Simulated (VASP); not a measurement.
InP, 2 atoms in the cell. The structure is cubic, space group F-43m (No. 216). Conventional cell: a = 5.938 Å, b = 5.938 Å, c = 5.938 Å, α = 90.00°, β = 90.00°, γ = 90.00°. Around In (site symmetry -43m) lie 4 P at 2.57 Å. P (site symmetry -43m) has 4 In at 2.57 Å as nearest neighbours. 

```yaml
Program: VASP 6.6.1
Task: single point
Functional: BLYP
Dispersion: D3(BJ)
Potentials_or_basis: VASP PAW PBE potentials, release 64 (In_d, P)
Cutoff: 520 eV
k_mesh: 8 × 8 × 8
Occupations: fermi-dirac, width 0.05 eV
Spin: no spin polarisation
Dipole_correction: no
Further_INCAR_settings: ALGO = Fast; EDIFF = 1e-06; NBANDS = 16
```

Potentials or basis: VASP PAW PBE potentials, release 64 (In_d, P).

Launch:

```console
$ cat potpaw_PBE.64/In_d/POTCAR potpaw_PBE.64/P/POTCAR > POTCAR
$ mpirun -np 1 vasp_std > vasp.out
```

Hardware: 1 thread of Intel(R) Xeon(R) 6975P-C (Granite Rapids), with other jobs on the host.

Problem. How long does it take, and how much memory?

Solution. Wall time 22 s on 1 thread of Intel(R) Xeon(R) 6975P-C (Granite Rapids), on a shared host, peak memory 0.19 GiB. Counts: scf iterations 19, k points 29.
